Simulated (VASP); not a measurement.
Wanted: the native input for a VASP 6.6.1 run.

- Task: relaxation of cell and atoms
- Functional: LDA
- Potentials or basis: VASP PAW LDA potentials, release 64 (Zr_sv, N)
- Cutoff: 600 eV
- k mesh: 14 × 14 × 14
- Occupations: methfessel-paxton, width 0.1 eV
- Spin: no spin polarisation
- Further INCAR settings: ALGO = Normal; EDIFF = 1e-07; IBRION = 2; EDIFFG = -0.005; NSW = 90; ISIF = 3

The structure of ZrN lies in POSCAR:

```
ZrN                                     
1.0
   -0.0000000000      2.2643811863      2.2643811863
    2.2643811863     -0.0000000000      2.2643811863
    2.2643811863      2.2643811863     -0.0000000000
  Zr              N             
     1     1
Direct
     1.0000000000000000    1.0000000000000000    1.0000000000000000
     0.5000000000000000    0.5000000000000000    0.5000000000000000
```

The cell was built by a generator and needn't be a form met in nature.

One way to write it, as run:

INCAR

```
  PREC = Accurate
  ENCUT = 600
  EDIFF = 1E-7
  ISMEAR = 1
  SIGMA = 0.1
  LREAL = False
  LASPH = True
  NELM = 80
  ALGO = Normal
  ISIF = 3
  LWAVE = False
  LCHARG = False
  GGA = CA
  IBRION = 2
  NSW = 90
  EDIFFG = -0.005
```

KPOINTS

```
Automatic mesh
0
Gamma
  14 14 14
```

Potentials or basis: VASP PAW LDA potentials, release 64 (Zr_sv, N).

Command:

```console
$ cat potpaw_LDA.64/Zr_sv/POTCAR potpaw_LDA.64/N/POTCAR > POTCAR
$ mpirun -np 1 vasp_std > vasp.out
```

Results of the run:

```yaml
Pressure_after_relaxing: 0.0 GPa
Band_gap_on_the_k_mesh: none (metal or under the smearing width)
```

Caveat: the relaxation stopped at its first step, so nothing moved.

Wall time 16 s on 1 thread of Intel(R) Xeon(R) 6975P-C (Granite Rapids), on a shared host, peak memory 0.17 GiB.
